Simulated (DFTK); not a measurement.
P under changes of volume

One of the cells (16.144 Å³/atom); the others are scaled copies at fixed shape and fractional positions:

```
P
1.0
     1.72573    0.99635    3.12968
    -1.72573    0.99635    3.12968
     0.00000   -1.99270    3.12968
P
2
Direct
  0.77292 0.77292 0.77292
  0.22708 0.22708 0.22708
```

This isn't the form of P at room conditions, which is orthorhombic.

* Program: DFTK 0.8.2
* Functional: PBE
* Potentials or basis: dojo.nc.sr.pbe.v0_4_1.standard.upf (PBE)
* Cutoff: 762 eV
* k mesh: 9 × 9 × 9
* Occupations: fermi-dirac, width 0.05 eV
* Spin: no spin polarisation

| volume (Å³/atom) | energy over the lowest point (meV/atom) | pressure (GPa) | largest force (eV/Å) |
| --- | --- | --- | --- |
| 15.175 | 31.72 | 8.3 | 0.659 |
| 15.498 | ? | ? | ? |
| 15.821 | 7.81 | 3.8 | 0.375 |
| 16.144 | 2.19 | 1.9 | 0.250 |
| 16.467 | 0.00 | 0.2 | 0.110 |
| 16.789 | 1.23 | -1.5 | 0.026 |
| 17.112 | 5.67 | -3.0 | 0.150 |

Question: What does the run at 15.498 Å³/atom give?

Answer: Energy over the lowest point 17.46 meV/atom; pressure 5.9 GPa; largest force 0.504 eV/Å.

Worked out: A Birch-Murnaghan fit of order 3 (a polynomial in V^(-2/3)) to the other rows has its minimum at 16.50 Å³/atom with B0 = V·E''(V) = 85 GPa and B' = 3.3 at fixed shape and positions, which overstates the stiffness. It gives 17.62 meV/atom at 15.498 Å³/atom, against the run's 17.46, and -dE/dV = 5.9 GPa, against 5.9.

Energies are extrapolated to zero smearing.
